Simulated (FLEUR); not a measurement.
Crystal: Si.

```xyz
1
Lattice="-1.6269 1.6269 1.3203 1.6269 -1.6269 1.3203 1.6269 1.6269 -1.3203" Properties=species:S:1:pos:R:3 pbc="T T T"
Si    0.0000    0.0000    0.0000
```

This isn't the form of Si at room conditions, which is diamond.

* Program: FLEUR MaX-R8.1 (later development tree)
* Task: single point
* Functional: PBE
* Potentials or basis: all-electron
* Basis: FLAPW
* Kmax: 4.34 1/bohr
* k mesh: 13 × 13 × 13
* Occupations: fermi-dirac, width 0.05 eV
* Spin: no spin polarisation
* Gmax: 13.4 1/bohr
* Muffin-tin radii: Si 2.26 bohr
* lmax: Si 9
* lnonsphr: Si 9
* Local orbitals a species: Si 4
* Max iterations: 60
* Mixing factor: 0.05
* Mixer: Anderson
* Mixer history: 15

On this cell: band gap on the k mesh none (metal or under the smearing width).

The same run follows on a disturbed copy (cell strained at random at fixed volume):

```
Si
1.0
    -1.61030    1.61911    1.31237
     1.61830   -1.62054    1.32399
     1.63276    1.64300   -1.31413
Si
1
Direct
  0.98622 0.98437 0.99946
```

Question: What changes?

Answer: The energy (extrapolated to zero smearing) moves by -0.6 meV/atom; band gap on the k mesh none (metal or under the smearing width).
